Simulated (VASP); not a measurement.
# HfS2 (P-3m1) in VASP: a series of runs

One crystal, HfS2, is run at these levels: PBE+D3(BJ); tasks: relaxation of cell and atoms.

All numbers are computed with VASP 6.6.1; they aren't measurements. Logs are shortened: lines on timing, memory, paths and dates and some standing lists are left out, and cuts for length are marked.

## Step 1: The structure

It takes space group P-3m1 (No. 164, trigonal). Conventional cell: a = 3.640 Å, b = 3.640 Å, c = 6.056 Å, α = 90.00°, β = 90.00°, γ = 120.00°. Hf (site symmetry -3m) is surrounded by 6 S at 2.54 Å. Around S (site symmetry 3m) lie 3 Hf at 2.54 Å.

The cell is a database's computed one.

## Step 2: Relaxation of cell and atoms, PBE+D3(BJ)

The input, INCAR:

```
SYSTEM = HfS2
ALGO     = Normal         ! electronic algorithm
EDIFF    = 1E-7           ! SCF threshold, eV
EDIFFG   = -0.002         ! ionic threshold
ENCUT    = 350            ! plane-wave cutoff, eV
GGA      = PE             ! functional
IBRION   = 2              ! ionic algorithm
ISIF     = 3              ! what is computed and relaxed
ISMEAR   = 0              ! smearing method
IVDW     = 12             ! dispersion correction
LASPH    = .True.         ! aspherical terms in the spheres
LCHARG   = .False.        ! write CHGCAR
LREAL    = .False.        ! projectors in reciprocal space
LWAVE    = .False.        ! write WAVECAR
NELM     = 60             ! most SCF steps
NSW      = 80             ! ionic steps
PREC     = Accurate       ! precision mode
SIGMA    = 0.02           ! smearing width, eV
```

The input, KPOINTS:

```
k-points
0
Gamma
  12 12 6
  0 0 0
```

The input, POSCAR:

```
HfS2
1.0
    3.6396641800      0.0000000000      0.0000000000
   -1.8198320900      3.1520416400      0.0000000000
    0.0000000000      0.0000000000      6.0555624700
Hf S
1 2
Direct
    0.0000000000      0.0000000000      0.0000000000
    0.6666666700      0.3333333300      0.7639520500
    0.3333333300      0.6666666700      0.2360479500
```

Potentials or basis: VASP PAW PBE potentials, release 64 (Hf_pv, S).

Command:

```sh
> cat potpaw_PBE.64/Hf_pv/POTCAR potpaw_PBE.64/S/POTCAR > POTCAR
> mpirun -np 1 vasp_std > vasp.out
```

OUTCAR:

```text
SYSTEM = HfS2
   EDIFF = 1E-7
   EDIFFG = -0.002
   ENCUT = 350
   GGA = PE
   IBRION = 2
   ISIF = 3
   ISMEAR = 0
   IVDW = 12
   LASPH = .True.
   LREAL = .False.
   NELM = 60
   NSW = 80
   PREC = Accurate
 IVDW          = 12

 ion  position               nearest neighbor table
   1  0.000  0.000  0.000-   2 2.54   3 2.54   3 2.54   2 2.54   2 2.54   3 2.54
   2  0.667  0.333  0.764-   1 2.54   1 2.54   1 2.54
   3  0.333  0.667  0.236-   1 2.54   1 2.54   1 2.54

  LATTYP: Found a hexagonal cell.
 ALAT       =     3.6396641800
 C/A-ratio  =     1.6637695596

  Lattice vectors:

 A1 = (   3.6396641800,   0.0000000000,   0.0000000000)
 A2 = (  -1.8198320900,   3.1520416400,   0.0000000000)
 A3 = (   0.0000000000,   0.0000000000,   6.0555624700)

Analysis of symmetry for initial positions (statically):
=====================================================================
 Subroutine PRICEL returns:
 Original cell was already a primitive cell.

 Routine SETGRP: Setting up the symmetry group for a
 hexagonal supercell.

 Subroutine GETGRP returns: Found 12 space group operations
 (whereof 12 operations were pure point group operations)
 out of a pool of 24 trial point group operations.

The static configuration has the point symmetry D_3d.

Analysis of symmetry for dynamics (positions and initial velocities):
=====================================================================
 Subroutine PRICEL returns:
 Original cell was already a primitive cell.

 Routine SETGRP: Setting up the symmetry group for a
 hexagonal supercell.

 Subroutine GETGRP returns: Found 12 space group operations
 (whereof 12 operations were pure point group operations)
 out of a pool of 24 trial point group operations.

The dynamic configuration has the point symmetry D_3d.

 Subroutine INISYM returns: Found 12 space group operations
 (whereof 12 operations are pure point group operations),
 and found     1 'primitive' translations

----------------------------------------------------------------------------------------

                                     Primitive cell

  volume of cell :      69.4717

  direct lattice vectors                    reciprocal lattice vectors
     3.639664180  0.000000000  0.000000000     0.274750623  0.158627346  0.000000000
    -1.819832090  3.152041640  0.000000000     0.000000000  0.317254692  0.000000000
     0.000000000  0.000000000  6.055562470     0.000000000  0.000000000  0.165137426

  length of vectors
     3.639664180  3.639664179  6.055562470     0.317254692  0.317254692  0.165137426

  position of ions in fractional coordinates (direct lattice)
     0.000000000  0.000000000  0.000000000
     0.666666670  0.333333330  0.763952050
     0.333333330  0.666666670  0.236047950

  ion indices of the primitive-cell ions
   primitive index   ion index
                 1           1
[... 100 lines left out ...]
   LHFCALC =     F    Hartree Fock is set to
   AEXX    =    0.0000 exact exchange contribution
   IVDW    =    12    specifies the selected vdW correction
   LEPSILON=     F    determine dielectric tensor
   LRPA    =     F    only Hartree local field effects (RPA)
 conjugate gradient relaxation of ions
 non-spin polarized calculation
 Gauss-broadening in eV      SIGMA  =   0.02
  energy-cutoff  :      350.00
  volume of cell :       69.47
 maximum number of plane-waves:      1056
 NGX is ok and might be reduce to    24
   NGX = 11   NGY = 11   NGZ = 19

--------------------------------------- Ionic step        1  -------------------------------------------

 number of electron      22.0000005 magnetization

 Free energy of the ion-electron system (eV)
  ---------------------------------------------------
  ext. energy  EPLUGINS =         0.00000000
  ---------------------------------------------------
  free energy    TOTEN  =       -22.90773898 eV

  energy without entropy =      -22.90773898  energy(sigma->0) =      -22.90773898

------------------------ aborting loop because EDIFF is reached ----------------------------------------

 Edisp (eV)   -0.94690

 E8    (eV) :    -0.4072
[... 108 lines left out ...]
  FREE ENERGIE OF THE ION-ELECTRON SYSTEM (eV)
  ---------------------------------------------------
  free  energy   TOTEN  =       -23.8614768394 eV

  energy  without entropy=      -23.8614768394  energy(sigma->0) =      -23.86147684

 E-fermi :   3.1861     XC(G=0):  -9.5493

 val. band max:        3.1023182057   @ k =   0.0000   0.0000   0.0000
 cond. band min:       4.1741005913   @ k =   0.5000  -0.0000   0.5000
 fundamental gap:      1.0717823856
 Fermi energy:         3.1860696284

 k-point     1 :       0.0000    0.0000    0.0000
  band No.  band energies     occupation
      1     -27.5337      2.00000
      2     -27.4152      2.00000
      3     -27.4152      2.00000
      4      -9.9752      2.00000
      5      -8.3059      2.00000
      6      -1.6030      2.00000
      7       0.4068      2.00000
      8       0.4068      2.00000
      9       2.9943      2.00000
     10       3.1023      2.00000
     11       3.1023      2.00000
     12       5.1590      0.00000
     13       5.1590      0.00000
     14       5.7192      0.00000
[... 403 lines left out ...]
      4      -9.6204      2.00000
      5      -8.3990      2.00000
      6      -1.1132      2.00000
      7       0.0604      2.00000
      8       0.5412      2.00000
      9       1.4249      2.00000
     10       2.5281      2.00000
     11       2.8779      2.00000
     12       4.9902      0.00000
     13       5.9279      0.00000
     14       6.4174      0.00000
     15       8.1786      0.00000

 [... further k-points ...]

[... ionic steps 4 to 20 ...]

--------------------------------------- Ionic step       21  -------------------------------------------

 number of electron      22.0000007 magnetization

------------------------ aborting loop because EDIFF is reached ----------------------------------------
[... 77 lines left out ...]
--------------------------------------- Ionic step       23  -------------------------------------------

 number of electron      22.0000007 magnetization

 Free energy of the ion-electron system (eV)
  ---------------------------------------------------
  ext. energy  EPLUGINS =         0.00000000
  ---------------------------------------------------
  free energy    TOTEN  =       -22.85774654 eV

  energy without entropy =      -22.85774654  energy(sigma->0) =      -22.85774654

 E-fermi :   3.9047     XC(G=0):  -9.8594

 val. band max:        3.7645728627   @ k =   0.0000   0.0000   0.0000
 cond. band min:       4.6309652729   @ k =   0.5000  -0.0000   0.5000
 fundamental gap:      0.8663924102
 Fermi energy:         3.9046526562

 k-point     1 :       0.0000    0.0000    0.0000
  band No.  band energies     occupation
      1     -27.0611      2.00000
      2     -26.9432      2.00000
      3     -26.9432      2.00000
      4      -9.5778      2.00000
      5      -7.7526      2.00000
      6      -1.3227      2.00000
      7       0.8808      2.00000
      8       0.8808      2.00000
      9       3.5984      2.00000
     10       3.5984      2.00000
     11       3.7646      2.00000
     12       5.6466      0.00000
     13       5.6466      0.00000
     14       6.1912      0.00000
[... 449 lines left out ...]
  FREE ENERGIE OF THE ION-ELECTRON SYSTEM (eV)
  ---------------------------------------------------
  free  energy   TOTEN  =       -23.8863144879 eV

  energy  without entropy=      -23.8863144879  energy(sigma->0) =      -23.88631449

 reached required accuracy - stopping structural energy minimisation
```

Wall time 5.8 min (1 thread of AMD EPYC 9R45 (Zen 5), shared host); peak memory 0.19 GiB.

What came out:

```yaml
Free_energy: -23.8863 eV
Relaxed_volume: 21.53 Å³/atom
Relaxed_cell: a = 3.598 Å, b = 3.598 Å, c = 5.759 Å, α = 90.00°, β = 90.00°, γ = 120.00°
Space_group_after_relaxing_to_0.05_Å: P-3m1 (No. 164)
Energy_gained_by_relaxing: 10.6 meV/atom
Ionic_steps: 23
Pressure_after_relaxing: 0.0 GPa
Band_gap_on_the_k_mesh: 0.87 eV, indirect (least direct gap 1.81 eV)
Dispersion_energy_per_atom: -0.343 eV
```

The path:
| step | energy change (eV) | largest force (eV/Å) | pressure (GPa) | volume (Å³) |
| --- | --- | --- | --- | --- |
| 1 | 0.0000 | 0.1696 | -1.07 | 69.47 |
| 2 | -0.0068 | 0.3247 | 0.71 | 67.92 |
| 3 | -0.0068 | 0.3093 | 0.53 | 68.07 |
| 4 | -0.0129 | 0.1612 | 0.13 | 67.75 |
| 5 | -0.0144 | 0.0341 | -0.21 | 67.48 |
| 6 | -0.0184 | 0.0295 | -0.21 | 67.08 |
| 7 | -0.0278 | 0.0151 | -0.19 | 65.88 |
| 8 | -0.0279 | 0.0318 | 0.18 | 63.46 |
| 9 | -0.0316 | 0.0116 | -0.01 | 64.78 |
| 10 | -0.0317 | 0.0066 | 0.02 | 64.57 |
| 11 | -0.0317 | 0.0080 | 0.00 | 64.63 |
| 12 | -0.0317 | 0.0044 | -0.06 | 64.64 |
| 13 | -0.0317 | 0.0016 | -0.03 | 64.63 |
| 14 | -0.0317 | 0.0007 | -0.01 | 64.61 |
| 15 | -0.0317 | 0.0001 | 0.00 | 64.59 |
| 16 | -0.0317 | 0.0000 | -0.01 | 64.59 |
| 17 | -0.0317 | 0.0001 | -0.01 | 64.58 |
| 18 | -0.0317 | 0.0005 | 0.01 | 64.57 |
| 19 | -0.0317 | 0.0003 | 0.01 | 64.58 |
| 20 | -0.0317 | 0.0001 | 0.01 | 64.58 |
| 21 | -0.0317 | 0.0020 | -0.02 | 64.60 |
| 22 | -0.0317 | 0.0013 | -0.01 | 64.59 |
| 23 | -0.0317 | 0.0013 | 0.00 | 64.58 |

Final structure:
```
Hf S
1.0
     3.59839    0.00000    0.00000
    -1.79919    3.11630    0.00000
     0.00000    0.00000    5.75943
Hf S
1 2
Direct
  0.00000 0.00000 0.00000
  0.66667 0.33333 0.74748
  0.33333 0.66667 0.25252
```

Caveat: spin-orbit coupling is left out, which moves the levels of the heavy elements.

## Step 3: Relaxation of cell and atoms, PBE+D3(BJ)

This run uses another cell than the first one, of 21.53 Å³/atom, 0.930 times its volume.

INCAR is that of step 2.

KPOINTS is that of step 2.

The input, POSCAR:

```
HfS2                                    
1.0
    3.5983888083     -0.0000000000     -0.0000000000
   -1.7991944042      3.1162961196      0.0000000000
    0.0000000000      0.0000000000      5.7594328936
  Hf              S             
     1     2
Direct
     0.0000000000000000    0.0000000000000000    0.0000000000000000
     0.6666666699999979    0.3333333300000021    0.7474808073049182
     0.3333333300000021    0.6666666699999979    0.2525191926950820
```

Potentials or basis: VASP PAW PBE potentials, release 64 (Hf_pv, S).

Command:

```sh
> cat potpaw_PBE.64/Hf_pv/POTCAR potpaw_PBE.64/S/POTCAR > POTCAR
> mpirun -np 1 vasp_std > vasp.out
```

OUTCAR:

```text
SYSTEM = HfS2
   EDIFF = 1E-7
   EDIFFG = -0.002
   ENCUT = 350
   GGA = PE
   IBRION = 2
   ISIF = 3
   ISMEAR = 0
   IVDW = 12
   LASPH = .True.
   LREAL = .False.
   NELM = 60
   NSW = 80
   PREC = Accurate
 IVDW          = 12

 ion  position               nearest neighbor table
   1  0.000  0.000  0.000-   2 2.54   3 2.54   3 2.54   2 2.54   2 2.54   3 2.54
   2  0.667  0.333  0.747-   1 2.54   1 2.54   1 2.54
   3  0.333  0.667  0.253-   1 2.54   1 2.54   1 2.54

  LATTYP: Found a hexagonal cell.
 ALAT       =     3.5983888083
 C/A-ratio  =     1.6005588057

  Lattice vectors:

 A1 = (   3.5983888083,   0.0000000000,   0.0000000000)
 A2 = (  -1.7991944042,   3.1162961196,   0.0000000000)
 A3 = (   0.0000000000,   0.0000000000,   5.7594328936)

Analysis of symmetry for initial positions (statically):
=====================================================================
 Subroutine PRICEL returns:
 Original cell was already a primitive cell.

 Routine SETGRP: Setting up the symmetry group for a
 hexagonal supercell.

 Subroutine GETGRP returns: Found 12 space group operations
 (whereof 12 operations were pure point group operations)
 out of a pool of 24 trial point group operations.

The static configuration has the point symmetry D_3d.

Analysis of symmetry for dynamics (positions and initial velocities):
=====================================================================
 Subroutine PRICEL returns:
 Original cell was already a primitive cell.

 Routine SETGRP: Setting up the symmetry group for a
 hexagonal supercell.

 Subroutine GETGRP returns: Found 12 space group operations
 (whereof 12 operations were pure point group operations)
 out of a pool of 24 trial point group operations.

The dynamic configuration has the point symmetry D_3d.

 Subroutine INISYM returns: Found 12 space group operations
 (whereof 12 operations are pure point group operations),
 and found     1 'primitive' translations

----------------------------------------------------------------------------------------

                                     Primitive cell

  volume of cell :      64.5842

[... 109 lines left out ...]
     AMIX     =   0.40;   BMIX     =  1.00
     AMIX_MAG =   1.60;   BMIX_MAG =  1.00
  volume/ion in A,a.u.               =      21.53       145.28
  Fermi-wavevector in a.u.,A,eV,Ry     =   1.143335  2.160590 17.785743  1.307215
  Thomas-Fermi vector in A             =   2.280031
   LORBIT       =      0    0 simple, 1 ext, 2 COOP (PROOUT), +10 PAW based schemes
   GGA     = PE    functional components
   LHFCALC =     F    Hartree Fock is set to
   AEXX    =    0.0000 exact exchange contribution
   IVDW    =    12    specifies the selected vdW correction
   LEPSILON=     F    determine dielectric tensor
   LRPA    =     F    only Hartree local field effects (RPA)
 conjugate gradient relaxation of ions
 non-spin polarized calculation
 Gauss-broadening in eV      SIGMA  =   0.02
  energy-cutoff  :      350.00
  volume of cell :       64.58
 maximum number of plane-waves:       990
 NGX is ok and might be reduce to    24
   NGX = 11   NGY = 11   NGZ = 17

--------------------------------------- Ionic step        1  -------------------------------------------

 number of electron      22.0000000 magnetization

 Free energy of the ion-electron system (eV)
  ---------------------------------------------------
  ext. energy  EPLUGINS =         0.00000000
  ---------------------------------------------------
  free energy    TOTEN  =       -22.85556327 eV

  energy without entropy =      -22.85556327  energy(sigma->0) =      -22.85556327

------------------------ aborting loop because EDIFF is reached ----------------------------------------

 Edisp (eV)   -1.02857

 E8    (eV) :    -0.4438
[... 237 lines left out ...]
--------------------------------------- Ionic step        7  -------------------------------------------

 number of electron      22.0000001 magnetization

 Free energy of the ion-electron system (eV)
  ---------------------------------------------------
  ext. energy  EPLUGINS =         0.00000000
  ---------------------------------------------------
  free energy    TOTEN  =       -22.85420321 eV

  energy without entropy =      -22.85420321  energy(sigma->0) =      -22.85420321

 E-fermi :   3.9205     XC(G=0):  -9.8667

 val. band max:        3.7832579732   @ k =   0.0000   0.0000   0.0000
 cond. band min:       4.6425527824   @ k =   0.5000   0.0000   0.5000
 fundamental gap:      0.8592948092
 Fermi energy:         3.9204600266

 k-point     1 :       0.0000    0.0000    0.0000
  band No.  band energies     occupation
      1     -27.0494      2.00000
      2     -26.9315      2.00000
      3     -26.9315      2.00000
      4      -9.5689      2.00000
      5      -7.7390      2.00000
      6      -1.3163      2.00000
      7       0.8924      2.00000
      8       0.8924      2.00000
      9       3.6110      2.00000
     10       3.6110      2.00000
     11       3.7833      2.00000
     12       5.6589      0.00000
     13       5.6589      0.00000
     14       6.2028      0.00000
[... 401 lines left out ...]
      2     -26.9852      2.00000
      3     -26.9435      2.00000
      4      -9.1941      2.00000
      5      -7.8762      2.00000
      6      -0.7859      2.00000
      7       0.6395      2.00000
      8       1.0137      2.00000
      9       1.8368      2.00000
     10       3.0565      2.00000
     11       3.4934      2.00000
     12       5.4859      0.00000
     13       6.4015      0.00000
     14       6.9129      0.00000
     15       8.7099      0.00000

 [... further k-points ...]

------------------------ aborting loop because EDIFF is reached ----------------------------------------

 Edisp (eV)   -1.02993

 E8    (eV) :    -0.4444
[... 26 lines left out ...]
  FREE ENERGIE OF THE ION-ELECTRON SYSTEM (eV)
  ---------------------------------------------------
  free  energy   TOTEN  =       -23.8841375460 eV

  energy  without entropy=      -23.8841375460  energy(sigma->0) =      -23.88413755

 reached required accuracy - stopping structural energy minimisation
```

OSZICAR:

```text
N       E                     dE             d eps       ncg     rms          rms(c)
DAV:   1     0.740256992646E+02    0.74026E+02   -0.91656E+03  3112   0.958E+02
DAV:   2    -0.205830070221E+02   -0.94609E+02   -0.92382E+02  3917   0.224E+02
DAV:   3    -0.245597839948E+02   -0.39768E+01   -0.39710E+01  4029   0.438E+01
[... 49 lines left out ...]
DAV:   1    -0.228542148752E+02    0.33551E-03   -0.20535E-03  3028   0.271E-01    0.346E-02
DAV:   2    -0.228542068906E+02    0.79846E-05   -0.10257E-04  3105   0.699E-02    0.301E-02
DAV:   3    -0.228542045248E+02    0.23658E-05   -0.50273E-06  4001   0.150E-02    0.149E-02
DAV:   4    -0.228542032438E+02    0.12810E-05   -0.23379E-06  3756   0.895E-03    0.615E-03
DAV:   5    -0.228542032093E+02    0.34480E-07   -0.48059E-07  3980   0.460E-03
   7 F= -.23884138E+02 E0= -.23884138E+02  d E =-.291852E-05
```

It took 85 s on 1 thread of AMD EPYC 9R45 (Zen 5), shared host; peak memory 0.17 GiB.

What came out:

```
Free energy                            : -23.8841 eV
Relaxed volume                         : 21.50 Å³/atom
Relaxed cell                           : a = 3.598 Å, b = 3.598 Å, c = 5.753 Å, α = 90.00°, β = 90.00°, γ = 120.00°
Space group after relaxing (to 0.05 Å) : P-3m1 (No. 164)
Energy gained by relaxing              : 0.0 meV/atom
Ionic steps                            : 7
Pressure after relaxing                : 0.0 GPa
Band gap on the k mesh                 : 0.86 eV, indirect (least direct gap 1.80 eV)
Dispersion energy per atom             : -0.343 eV
```

Final structure:
```
Hf S
1.0
     3.59817    0.00000    0.00000
    -1.79909    3.11611    0.00000
     0.00000    0.00000    5.75347
Hf S
1 2
Cartesian
  -1.7991 3.1161 0.0000
  1.7991 1.0387 4.2989
  0.0000 2.0774 1.4546
```

Levels at points of the mesh, in eV from the valence-band top:
```tsv
k point	band 8	band 9	band 10	band 11	band 12	band 13	band 14	band 15
(0.00, 0.00, 0.00)	-2.89	-0.17	-0.17	0.00	1.88	1.88	2.42	5.20
(0.50, 0.00, 0.00)	-2.74	-2.59	-2.24	-1.49	1.01	4.02	4.10	6.14
(0.00, 0.00, 0.50)	-2.83	-2.13	-0.36	-0.36	1.82	1.82	2.73	5.76
(0.50, 0.00, 0.50)	-2.80	-2.55	-1.14	-0.96	0.86	4.00	4.14	5.52
```

Caveat: spin-orbit coupling is left out, which moves the levels of the heavy elements. As with any semilocal functional, this PBE gap is likely too small.
